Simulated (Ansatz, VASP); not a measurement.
## Two plane-wave programs on Cu

```
Cu
1.0
     0.00000    1.66290    1.95210
     1.66290    0.00000    1.95210
     1.66290    1.66290    0.00000
Cu
1
Cartesian
  0.0000 0.0000 0.0000
```

Change from the starting cell: strain -0.080 along x and y, +0.080 along z, atoms carried along.

Alike in both runs: task single point; functional PBEsol; k mesh 22 × 22 × 22; occupations gaussian, width 0.15 eV; no spin polarisation.

|  | VASP | Ansatz |
| --- | --- | --- |
| version | VASP 6.6.1 | Ansatz 0.2.0 |
| potentials or method | VASP PAW PBE potentials, release 64 (Cu) | scalar-relativistic, plane waves, PAW |
| plane-wave cutoff (eV) | 520 | 420 |
| valence electrons in the cell | 11 | 19 |

Ansatz gave:

* gap on the k mesh at the Fermi level (eV): none
* pressure (GPa): 10.7
* largest component of the traceless stress (GPa): 13.32

Q: Estimate VASP's values.

A: gap on the k mesh at the Fermi level (eV): none; pressure (GPa): 11.4; largest component of the traceless stress (GPa): 13.22.

A gap of «none» marks a metal or a gap that the smearing closes. With one functional, cell and mesh, what is left measures potentials, basis and numerics. The two sets of potentials don't hold the same shells in valence.

Caveats: the PAW data sets were made with another functional, which shifts forces and pressure a little (VASP).
